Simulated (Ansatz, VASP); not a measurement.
**P: VASP beside Ansatz**

```
P
1.0
     6.43160    0.00000    0.00000
    -3.21580    5.56993    0.00000
     0.00000    0.00000    5.02258
P
6
Direct
  0.80665 0.40333 0.16667
  0.59667 0.40333 0.83333
  0.59667 0.19335 0.50000
  0.19335 0.59667 0.16667
  0.40333 0.59667 0.83333
  0.40333 0.80665 0.50000
```

Alike in both runs: functional PBE; k mesh 3 × 3 × 4; occupations gaussian, width 0.1 eV; no spin polarisation.

Ansatz relaxed the structure, and its values are those at the end. VASP's run is a single point on that final structure, the one shown.

|  | VASP | Ansatz |
| --- | --- | --- |
| version | VASP 6.6.1 | Ansatz 0.2.0 |
| potentials or method | VASP PAW PBE potentials, release 64 (P) | scalar-relativistic, plane waves, PAW |
| plane-wave cutoff (eV) | 520 | 420 |
| valence electrons in the cell | 30 | 30 |

|  | VASP | Ansatz | Ansatz less VASP |
| --- | --- | --- | --- |
| gap on the k mesh at the Fermi level (eV) | none | none | - |
| pressure (GPa) | -0.1 | 0.1 | +0.23 |
| rms of the force components (eV/Å) | 0.016 | 0.010 | -0.0062 |

A gap of «none» marks a metal or a gap that the smearing closes.

Caveats: the k mesh is coarse (spacing up to 0.38 Å⁻¹), so the values aren't converged.
